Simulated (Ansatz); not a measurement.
Cs2AgBiBr6:

```
Bi Cs Ag Br
1.0
     0.00000    5.61610    5.61610
     5.61610    0.00000    5.61610
     5.61610    5.61610    0.00000
Bi Cs Ag Br
1 2 1 6
Direct
  0.00000 0.00000 0.00000
  0.75000 0.75000 0.75000
  0.25000 0.25000 0.25000
  0.50000 0.50000 0.50000
  0.74945 0.74945 0.25055
  0.25055 0.25055 0.74945
  0.74945 0.25055 0.25055
  0.74945 0.25055 0.74945
  0.25055 0.74945 0.74945
  0.25055 0.74945 0.25055
```

Program: Ansatz 0.2.0. Alike in all runs: task band structure; potentials or basis Ansatz PAW; no spin polarisation; cell as given; k mesh 4 × 4 × 4; smearing fermi-dirac 0.05 eV.

Order these runs on this cell by their pressure, lowest first.
A. level LDA; cutoff (eV) 420
B. level r2SCAN; cutoff (eV) 500
C. level RPBE; cutoff (eV) 420

A (-1.5 GPa), B (1.0 GPa), C (3.5 GPa).

Caveats: the PAW data sets come from PBE, with cores solved anew for the run's functional, which leaves a small shift of forces and pressure.
